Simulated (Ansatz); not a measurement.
Crystal: MoS2.

```
Mo S
1.0
     1.58550    0.91539    6.11500
    -1.58550    0.91539    6.11500
     0.00000   -1.83078    6.11500
Mo S
1 2
Cartesian
  0.0000 0.0000 0.0000
  0.0000 0.0000 4.5862
  0.0000 0.0000 13.7587
```

Measurements of this composition are mostly on another form, of space group No. 194.

- Program: Ansatz 0.2.0
- Task: relaxation of cell and atoms
- Functional: PBEsol
- Potentials or basis: Ansatz PAW
- Cutoff: 420 eV (not typed: the program's choice for these potentials)
- k mesh: 10 × 10 × 10
- Occupations: fermi-dirac, width 0.05 eV
- Spin: no spin polarisation
- Hubbard terms: Mo d U = 3 eV

At the start: volume 17.75 Å³/atom.

Problem. Where does the relaxation end?

Solution. It ends after 5 steps and the volume is 17.14 Å³/atom (-3.5 %); space group R-3m (No. 166, to 0.05 Å).

Step by step:
```tsv
step	energy change (eV)	largest force (eV/Å)	volume (Å³)
1	0.0000	0.7332	53.25
2	-0.0376	0.2115	50.09
3	-0.0452	0.0106	51.51
4	-0.0454	0.0027	51.41
5	-0.0452	0.0028	51.41
```

Final structure:
```
CELL_PARAMETERS angstrom
1.56150 0.90153 6.08635
-1.56150 0.90153 6.08635
0.00000 -1.80307 6.08635
ATOMIC_POSITIONS crystal
Mo 0.00000 0.00000 0.00000
S 0.24584 0.24584 0.24584
S 0.75416 0.75416 0.75416
```

Caveat: the plane-wave basis is chosen anew once the cell has moved, so the energies of steps on either side of that aren't comparable; U without spin polarisation on a metal has little footing; the PAW data sets come from PBE, with cores solved anew for the run's functional, which leaves a small shift of forces and pressure.
